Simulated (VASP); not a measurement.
# HfB (Fm-3m) in VASP: a series of runs

Runs on HfB. Level: PBE. Tasks: relaxation of cell and atoms, single point.

All numbers are computed with VASP 6.6.1; they aren't measurements. Logs are shortened: lines on timing, memory, paths and dates and some standing lists are left out, and cuts for length are marked.

## Step 1: Starting point

It takes space group Fm-3m (No. 225, cubic). The conventional cell has a = 4.620 Å, b = 4.620 Å, c = 4.620 Å, α = 90.00°, β = 90.00°, γ = 90.00°. Hf (site symmetry m-3m) is surrounded by 6 B at 2.31 Å. B (site symmetry m-3m) is surrounded by 6 Hf at 2.31 Å.

## Step 2: Relaxation of cell and atoms, PBE

File INCAR:

```
  PREC = Accurate
  ENCUT = 600
  EDIFF = 1E-6
  ISMEAR = 0
  SIGMA = 0.1
  LREAL = F
  LASPH = T
  NELM = 100
  ALGO = Normal
  ISIF = 3
  LWAVE = F
  LCHARG = F
  GGA = PE
  IBRION = 2
  NSW = 100
  EDIFFG = -0.05
```

File KPOINTS:

```
Automatic mesh
0
Gamma
  8 8 8
```

File POSCAR:

```
HfB
1.0
    0.0000000000      2.3100000000      2.3100000000
    2.3100000000      0.0000000000      2.3100000000
    2.3100000000      2.3100000000      0.0000000000
Hf B
1 1
Direct
    0.5000000000      0.5000000000      0.5000000000
    0.0000000000      0.0000000000      0.0000000000
```

Potentials or basis: VASP PAW PBE potentials, release 64 (Hf_pv, B).

The run is started by

```
$ cat potpaw_PBE.64/Hf_pv/POTCAR potpaw_PBE.64/B/POTCAR > POTCAR
$ mpirun -np 1 vasp_std > vasp.out
```

OUTCAR:

```text
PREC = Accurate
   ENCUT = 600
   EDIFF = 1E-6
   ISMEAR = 0
   LREAL = F
   LASPH = T
   NELM = 100
   ISIF = 3
   GGA = PE
   IBRION = 2
   NSW = 100
   EDIFFG = -0.05

 ion  position               nearest neighbor table
   1  0.500  0.500  0.500-   2 2.31   2 2.31   2 2.31   2 2.31   2 2.31   2 2.31
   2  0.000  0.000  0.000-   1 2.31   1 2.31   1 2.31   1 2.31   1 2.31   1 2.31

  LATTYP: Found a face centered cubic cell.
 ALAT       =     4.6200000000

  Lattice vectors:

 A1 = (   0.0000000000,   2.3100000000,   2.3100000000)
 A2 = (   2.3100000000,   0.0000000000,   2.3100000000)
 A3 = (   2.3100000000,   2.3100000000,   0.0000000000)

Analysis of symmetry for initial positions (statically):
=====================================================================
 Subroutine PRICEL returns:
 Original cell was already a primitive cell.

 Routine SETGRP: Setting up the symmetry group for a
 face centered cubic supercell.

 Subroutine GETGRP returns: Found 48 space group operations
 (whereof 48 operations were pure point group operations)
 out of a pool of 48 trial point group operations.

The static configuration has the point symmetry O_h .

Analysis of symmetry for dynamics (positions and initial velocities):
=====================================================================
 Subroutine PRICEL returns:
 Original cell was already a primitive cell.

 Routine SETGRP: Setting up the symmetry group for a
 face centered cubic supercell.

 Subroutine GETGRP returns: Found 48 space group operations
 (whereof 48 operations were pure point group operations)
 out of a pool of 48 trial point group operations.

The dynamic configuration has the point symmetry O_h .

 Subroutine INISYM returns: Found 48 space group operations
 (whereof 48 operations are pure point group operations),
 and found     1 'primitive' translations

----------------------------------------------------------------------------------------

                                     Primitive cell

  volume of cell :      24.6528

  direct lattice vectors                    reciprocal lattice vectors
     0.000000000  2.310000000  2.310000000    -0.216450216  0.216450216  0.216450216
     2.310000000  0.000000000  2.310000000     0.216450216 -0.216450216  0.216450216
     2.310000000  2.310000000  0.000000000     0.216450216  0.216450216 -0.216450216

  length of vectors
     3.266833329  3.266833329  3.266833329     0.374902772  0.374902772  0.374902772

  position of ions in fractional coordinates (direct lattice)
     0.500000000  0.500000000  0.500000000
     0.000000000  0.000000000  0.000000000

  ion indices of the primitive-cell ions
   primitive index   ion index
                 1           1
                 2           2

----------------------------------------------------------------------------------------

 KPOINTS: Automatic mesh

Automatic generation of k-mesh.
 Grid dimensions read from file:
 generate k-points for:    8    8    8

 Generating k-lattice:

  Cartesian coordinates                     Fractional coordinates (reciprocal lattice)
    -0.027056277  0.027056277  0.027056277     0.125000000  0.000000000  0.000000000
     0.027056277 -0.027056277  0.027056277     0.000000000  0.125000000  0.000000000
     0.027056277  0.027056277 -0.027056277     0.000000000  0.000000000  0.125000000

  Length of vectors
     0.046862847  0.046862847  0.046862847

  Shift w.r.t. Gamma in fractional coordinates (k-lattice)
     0.000000000  0.000000000  0.000000000

 Subroutine IBZKPT returns following result:
 ===========================================

 Found     29 irreducible k-points:

 Following reciprocal coordinates:
            Coordinates               Weight
  0.000000  0.000000  0.000000      1.000000
  0.125000  0.000000  0.000000      8.000000
  0.250000  0.000000  0.000000      8.000000
  0.375000  0.000000  0.000000      8.000000
  0.500000  0.000000  0.000000      4.000000
  0.125000  0.125000  0.000000      6.000000
[... 16 lines left out ...]
  0.500000  0.250000  0.125000     48.000000
 -0.375000  0.250000  0.125000     24.000000
 [... further k-points ...]
   k-points           NKPTS =     29   k-points in BZ     NKDIM =     29   number of bands    NBANDS=     10
   number of dos      NEDOS =    301   number of ions     NIONS =      2
   total plane-waves  NPLWV =  21952
   dimension x,y,z NGX =    28 NGY =   28 NGZ =   28
   dimension x,y,z NGXF=    56 NGYF=   56 NGZF=   56
   ions per type =               1   1
   NGX,Y,Z   is equivalent  to a cutoff of  14.25, 14.25, 14.25 a.u.
   NGXF,Y,Z  is equivalent  to a cutoff of  28.50, 28.50, 28.50 a.u.
 SYSTEM =  unknown system
   PREC   = accura    normal or accurate (medium, high low for compatibility)
   ISTART =      0    job   : 0-new  1-cont  2-samecut
   ICHARG =      2    charge: 1-file 2-atom 10-const
   ISPIN  =      1    spin polarized calculation?
   LNONCOLLINEAR =      F non collinear calculations
   LSORBIT =      F    spin-orbit coupling
   LASPH  =      T    aspherical Exc in radial PAW
   ENCUT  =  600.0 eV  44.10 Ry    6.64 a.u.   6.52  6.52  6.52*2*pi/ulx,y,z
   NELM   =    100;   NELMIN=  2; NELMDL= -5     # of ELM steps
   EDIFF  = 0.1E-05   stopping-criterion for ELM
   LREAL  =      F    real-space projection
   EDIFFG = -.5E-01   stopping-criterion for IOM
   NSW    =    100    number of steps for IOM
   IBRION =      2    ionic relax: 0-MD 1-quasi-New 2-CG
   NFREE  =      1    steps in history (QN), initial steepest desc. (CG)
   ISIF   =      3    stress and relaxation
   ISYM   =      2    0-nonsym 1-usesym 2-fastsym
   POTIM  = 0.5000    time-step for ionic-motion
   TEBEG  =    0.0;   TEEND  =   0.0 temperature during run
   PSTRESS=    0.0 pullay stress
   NELECT =      13.0000    total number of electrons
   NUPDOWN=      -1.0000    fix difference up-down
   EMIN   =  10.00;   EMAX   =-10.00  energy-range for DOS
   EFERMI =   0.00;   METHOD = LEGACY
   ISMEAR =     0;   SIGMA  =   0.10  broadening in eV -4-tet -1-fermi 0-gaus
   EFERMI_NEDOS =   21; number of points for ismear=-14 and -15
   IALGO  =     38    algorithm
   IMIX   =      4    mixing-type and parameters
     AMIX     =   0.40;   BMIX     =  1.00
     AMIX_MAG =   1.60;   BMIX_MAG =  1.00
  volume/ion in A,a.u.               =      12.33        83.18
  Fermi-wavevector in a.u.,A,eV,Ry     =   1.322617  2.499383 23.800871  1.749315
  Thomas-Fermi vector in A             =   2.452285
   LORBIT       =      0    0 simple, 1 ext, 2 COOP (PROOUT), +10 PAW based schemes
   GGA     = PE    functional components
   LHFCALC =     F    Hartree Fock is set to
   AEXX    =    0.0000 exact exchange contribution
   IVDW    =     0    specifies the selected vdW correction
   LEPSILON=     F    determine dielectric tensor
   LRPA    =     F    only Hartree local field effects (RPA)
 conjugate gradient relaxation of ions
 non-spin polarized calculation
 Gauss-broadening in eV      SIGMA  =   0.10
  energy-cutoff  :      600.00
  volume of cell :       24.65
 maximum number of plane-waves:       869
 NGX is ok and might be reduce to    28
   NGX = 13   NGY = 13   NGZ = 13

--------------------------------------- Ionic step        1  -------------------------------------------

 number of electron      13.0000000 magnetization

 Free energy of the ion-electron system (eV)
  ---------------------------------------------------
  ext. energy  EPLUGINS =         0.00000000
  ---------------------------------------------------
  free energy    TOTEN  =       -17.14520851 eV

  energy without entropy =      -17.13788657  energy(sigma->0) =      -17.14154754

------------------------ aborting loop because EDIFF is reached ----------------------------------------

  FORCE on cell =-STRESS in cart. coord.  units (eV):
  Direction    XX          YY          ZZ          XY          YZ          ZX
  --------------------------------------------------------------------------------------
  -------------------------------------------------------------------------------------
  Total        4.7261867      4.7261867      4.7261867      0.0000000      0.0000000     -0.0000000
  in kB      307.1535343    307.1535343    307.1535343      0.0000000      0.0000000     -0.0000000
  external PRESSURE =     307.1535343 kB  Pullay stress =       0.0000000 kB

 VOLUME and BASIS-vectors are now :
 -----------------------------------------------------------------------------
  energy-cutoff  :      600.00
  volume of cell :       24.65
      direct lattice vectors                 reciprocal lattice vectors
     0.000000000  2.310000000  2.310000000    -0.216450216  0.216450216  0.216450216
     2.310000000  0.000000000  2.310000000     0.216450216 -0.216450216  0.216450216
     2.310000000  2.310000000  0.000000000     0.216450216  0.216450216 -0.216450216
[... 73 lines left out ...]
 POSITION                                       TOTAL-FORCE (eV/Angst)
 -----------------------------------------------------------------------------------
      2.42251      2.42251      2.42251         0.000000      0.000000      0.000000
      0.00000      0.00000      0.00000        -0.000000     -0.000000     -0.000000
 -----------------------------------------------------------------------------------
    total drift:                                0.000000      0.000000      0.000000

  FREE ENERGIE OF THE ION-ELECTRON SYSTEM (eV)
  ---------------------------------------------------
  free  energy   TOTEN  =       -17.4547457336 eV

  energy  without entropy=      -17.4463633891  energy(sigma->0) =      -17.45055456

--------------------------------------- Ionic step        4  -------------------------------------------

 number of electron      13.0000001 magnetization

 Free energy of the ion-electron system (eV)
  ---------------------------------------------------
  ext. energy  EPLUGINS =         0.00000000
  ---------------------------------------------------
  free energy    TOTEN  =       -17.45525457 eV

  energy without entropy =      -17.44692157  energy(sigma->0) =      -17.45108807

 E-fermi :   4.3402     XC(G=0): -11.6584

 val. band max:        4.3154764105   @ k =   0.2500   0.0000   0.0000
 cond. band min:       4.3885769825   @ k =   0.3750   0.2500   0.1250
 fundamental gap:      0.0731005720
 Fermi energy:         4.3402121790

 k-point     1 :       0.0000    0.0000    0.0000
  band No.  band energies     occupation
      1     -24.7530      2.00000
      2     -24.7530      2.00000
      3     -24.7530      2.00000
      4      -4.8360      2.00000
      5       6.3223      0.00000
      6       6.3223      0.00000
      7       6.3223      0.00000
      8       7.8507      0.00000
      9       7.8507      0.00000
     10       7.8507      0.00000

 k-point     2 :       0.1250    0.0000    0.0000
  band No.  band energies     occupation
      1     -24.8193      2.00000
      2     -24.7603      2.00000
      3     -24.7603      2.00000
      4      -4.4597      2.00000
      5       5.1432      0.00000
      6       5.6854      0.00000
      7       5.6854      0.00000
      8       6.9815      0.00000
      9       6.9815      0.00000
     10       8.3416      0.00000
[... 274 lines left out ...]
 k-point    24 :      -0.3750    0.2500    0.1250
  band No.  band energies     occupation
      1     -25.1264      2.00000
      2     -24.9179      2.00000
      3     -24.8404      2.00000
      4      -0.7600      2.00000
      5       0.7680      2.00000
      6       3.0792      2.00000
      7       3.6176      2.00000
      8       9.0824      0.00000
      9       9.1759      0.00000
     10      10.6115      0.00000

 [... further k-points ...]
[... 5 lines left out ...]
  --------------------------------------------------------------------------------------
  -------------------------------------------------------------------------------------
  Total       -0.0246538     -0.0246538     -0.0246538      0.0000000      0.0000000      0.0000000
  in kB       -1.3961540     -1.3961540     -1.3961540      0.0000000      0.0000000      0.0000000
  external PRESSURE =      -1.3961540 kB  Pullay stress =       0.0000000 kB

 VOLUME and BASIS-vectors are now :
 -----------------------------------------------------------------------------
  energy-cutoff  :      600.00
  volume of cell :       28.29
      direct lattice vectors                 reciprocal lattice vectors
     0.000000000  2.418488350  2.418488350    -0.206740711  0.206740711  0.206740711
     2.418488350  0.000000000  2.418488350     0.206740711 -0.206740711  0.206740711
     2.418488350  2.418488350  0.000000000     0.206740711  0.206740711 -0.206740711

 POSITION                                       TOTAL-FORCE (eV/Angst)
 -----------------------------------------------------------------------------------
      2.41849      2.41849      2.41849        -0.000000      0.000000     -0.000000
      0.00000      0.00000      0.00000         0.000000      0.000000      0.000000
 -----------------------------------------------------------------------------------
    total drift:                                0.000000      0.000000      0.000000

  FREE ENERGIE OF THE ION-ELECTRON SYSTEM (eV)
  ---------------------------------------------------
  free  energy   TOTEN  =       -17.4552545727 eV

  energy  without entropy=      -17.4469215652  energy(sigma->0) =      -17.45108807

 reached required accuracy - stopping structural energy minimisation
```

It took 58 s on 1 thread of AMD EPYC, shared host; peak memory 0.13 GiB.

What came out:

```
Free energy                            : -17.4553 eV
Relaxed volume                         : 14.15 Å³/atom
Relaxed cell                           : a = 3.420 Å, b = 3.420 Å, c = 3.420 Å, α = 60.00°, β = 60.00°, γ = 60.00°
Space group after relaxing (to 0.05 Å) : Fm-3m (No. 225)
Energy gained by relaxing              : 155.0 meV/atom
Ionic steps                            : 4
Pressure after relaxing                : -0.1 GPa
Band gap on the k mesh                 : none (metal or under the smearing width)
```

Step by step:
```
step  energy change (eV)  largest force (eV/Å)  pressure (GPa)  volume (Å³)
   1              0.0000                0.0000           30.72        24.65
   2              0.1612                0.0000          -22.29        34.08
   3             -0.3095                0.0000           -0.99        28.43
   4             -0.3100                0.0000           -0.14        28.29
```

Final structure:
```
Hf B
1.0
     0.00000    2.41849    2.41849
     2.41849    0.00000    2.41849
     2.41849    2.41849    0.00000
Hf B
1 1
Direct
  0.50000 0.50000 0.50000
  0.00000 0.00000 0.00000
```

Levels at points of the mesh, in eV from the Fermi level:
| k point | band 4 | band 5 | band 6 | band 7 | band 8 | band 9 | band 10 |
| --- | --- | --- | --- | --- | --- | --- | --- |
| (0.00, 0.00, 0.00) | -9.18 | 1.98 | 1.98 | 1.98 | 3.51 | 3.51 | 3.51 |
| (0.50, 0.00, 0.00) | -4.67 | -4.54 | -1.20 | -1.20 | 5.58 | 5.58 | 6.40 |
| (0.50, 0.50, 0.00) | -6.42 | -1.31 | -0.84 | 1.88 | 1.88 | 5.32 | 6.69 |

Caveat: the volume moved by +15 % from the deposited cell, more than functionals usually miss; the relaxation stopped at a loose force limit of 0.05 eV/Å, so its end isn't a converged minimum.

## Step 3: Single point, PBE

File INCAR:

```
SYSTEM = HfB
ALGO = Fast
EDIFF = 1E-7
ENCUT = 520
GGA = PE
ISIF = 2
ISMEAR = 0
LASPH = .True.
LCHARG = .False.
LREAL = .False.
LWAVE = .False.
NBANDS = 14
NELM = 80
PREC = Accurate
SIGMA = 0.1
```

File KPOINTS:

```
k-points
0
Gamma
  6 6 6
  0 0 0
```

POSCAR is that of step 2.

Potentials or basis: VASP PAW PBE potentials, release 64 (Hf_pv, B).

The run is started by

```
$ cat potpaw_PBE.64/Hf_pv/POTCAR potpaw_PBE.64/B/POTCAR > POTCAR
$ mpirun -np 1 vasp_std > vasp.out
```

OUTCAR:

```text
SYSTEM = HfB
   EDIFF = 1E-7
   ENCUT = 520
   GGA = PE
   ISIF = 2
   ISMEAR = 0
   LASPH = .True.
   LREAL = .False.
   NELM = 80
   PREC = Accurate

 ion  position               nearest neighbor table
   1  0.500  0.500  0.500-   2 2.31   2 2.31   2 2.31   2 2.31   2 2.31   2 2.31
   2  0.000  0.000  0.000-   1 2.31   1 2.31   1 2.31   1 2.31   1 2.31   1 2.31

  LATTYP: Found a face centered cubic cell.
 ALAT       =     4.6200000000

  Lattice vectors:

[... 451 lines left out ...]

  FORCE on cell =-STRESS in cart. coord.  units (eV):
  Direction    XX          YY          ZZ          XY          YZ          ZX
  --------------------------------------------------------------------------------------
  -------------------------------------------------------------------------------------
  Total        4.7274416      4.7274416      4.7274416     -0.0000000      0.0000000      0.0000000
  in kB      307.2350920    307.2350920    307.2350920     -0.0000000      0.0000000      0.0000000
  external PRESSURE =     307.2350920 kB  Pullay stress =       0.0000000 kB

 VOLUME and BASIS-vectors are now :
 -----------------------------------------------------------------------------
  energy-cutoff  :      520.00
  volume of cell :       24.65
      direct lattice vectors                 reciprocal lattice vectors
     0.000000000  2.310000000  2.310000000    -0.216450216  0.216450216  0.216450216
     2.310000000  0.000000000  2.310000000     0.216450216 -0.216450216  0.216450216
     2.310000000  2.310000000  0.000000000     0.216450216  0.216450216 -0.216450216

 POSITION                                       TOTAL-FORCE (eV/Angst)
 -----------------------------------------------------------------------------------
      2.31000      2.31000      2.31000         0.000000      0.000000      0.000000
      0.00000      0.00000      0.00000        -0.000000     -0.000000     -0.000000
 -----------------------------------------------------------------------------------
    total drift:                               -0.000000     -0.000000      0.000000

  FREE ENERGIE OF THE ION-ELECTRON SYSTEM (eV)
  ---------------------------------------------------
  free  energy   TOTEN  =       -17.1736748635 eV

  energy  without entropy=      -17.1648631088  energy(sigma->0) =      -17.16926899
```

OSZICAR:

```text
N       E                     dE             d eps       ncg     rms          rms(c)
DAV:   1     0.199987845285E+02    0.19999E+02   -0.69788E+03   448   0.869E+02
DAV:   2    -0.179597700373E+02   -0.37959E+02   -0.35874E+02   556   0.188E+02
DAV:   3    -0.188363995244E+02   -0.87663E+00   -0.87504E+00   568   0.197E+01
DAV:   4    -0.188392406892E+02   -0.28412E-02   -0.28410E-02   496   0.140E+00
DAV:   5    -0.188392559760E+02   -0.15287E-04   -0.15286E-04   562   0.913E-02    0.666E+01
RMM:   6    -0.172462974205E+02    0.15930E+01   -0.12561E+00   452   0.579E+00    0.406E+01
RMM:   7    -0.172107849482E+02    0.35512E-01   -0.52561E-01   482   0.403E+00    0.934E+00
RMM:   8    -0.171738328311E+02    0.36952E-01   -0.48136E-02   473   0.151E+00    0.706E-01
RMM:   9    -0.171737855899E+02    0.47241E-04   -0.29140E-03   521   0.374E-01    0.220E-01
RMM:  10    -0.171737030695E+02    0.82520E-04   -0.60789E-04   528   0.145E-01    0.114E-01
RMM:  11    -0.171736727989E+02    0.30271E-04   -0.97993E-05   534   0.583E-02    0.783E-02
RMM:  12    -0.171736763506E+02   -0.35517E-05   -0.16741E-05   553   0.203E-02    0.111E-02
RMM:  13    -0.171736743834E+02    0.19672E-05   -0.50239E-06   541   0.112E-02    0.209E-02
RMM:  14    -0.171736748151E+02   -0.43165E-06   -0.73938E-07   502   0.443E-03    0.666E-03
RMM:  15    -0.171736748635E+02   -0.48474E-07   -0.10382E-07   404   0.150E-03
   1 F= -.17173675E+02 E0= -.17169269E+02  d E =-.881175E-02
```

Run time: 14 s. Hardware: 1 thread of AMD EPYC, shared host; peak memory 0.1 GiB.

What came out:

- Free energy: -17.1737 eV
- Pressure: 30.7 GPa
- Band gap on the k mesh: none (metal or under the smearing width)

Caveat: the k mesh is coarse (spacing up to 0.39 Å⁻¹), so the values aren't converged; a pressure of tens of GPa on the cell as given is suspect, and the run, the potentials or the cell itself is likely at fault. Spin-orbit coupling is left out, which matters for the levels of Hf.
